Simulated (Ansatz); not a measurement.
Al: enthalpy against pressure

Al, P6_3/mmc, a = 2.836 Å, c = 9.322 Å. This isn't the element's structure at ambient conditions. Ansatz: PBEsol, PAW, 420 eV, Γ-centred 18×18×6 mesh on 4 atoms, Gaussian smearing 0.10 eV; no spin polarisation. Cell and atoms are relaxed at each pressure, and no other structure is tried, so the rows at high pressure may lie past a change of phase. y is the enthalpy over the state at zero pressure; there V0 = 16.236 Å³/atom. The pressures are the targets, met within 0.07 GPa.

```
P (GPa) y (eV/atom)
   -2.0      -0.2053
    0.0       0.0000
    2.0       0.2004
    5.0       0.4928
   10.0       0.9620
   20.0            ?
   40.0       3.4679
```

Q: Fit y = c1 P + c2 P² + c3 P³ to the other rows, say what c1 and c2 mean, and predict the missing value.

A: Least squares on the rows shown. y = 0.10133 P − 0.00056365 P² + 4.9468×10⁻⁶ P³. Since dH/dP = V, c1 is V0: 0.10133 eV/GPa × 160.2 = 16.233 Å³ against 16.236; c2 = −V0/(2B0) gives B0 = 90 GPa, where a Birch–Murnaghan fit to the volumes of the same runs (not shown) gives 82 GPa: a cubic over this range folds the higher terms into c2. Above P = −c2/(3 c3) = 38 GPa the cubic's slope, the volume, would rise with pressure, so the form fails there. At P = 20.0 the fit asked for gives 1.8407 eV/atom. The run gave 1.8469 eV/atom, so the fit is 0.0062 eV/atom too low, 0.17 % of the span of the series, against an rms of 0.0002 eV/atom on the fitted rows. With a term in P⁴ added, a fit to the same known rows predicts 1.8499 eV/atom, a smaller miss on the other side.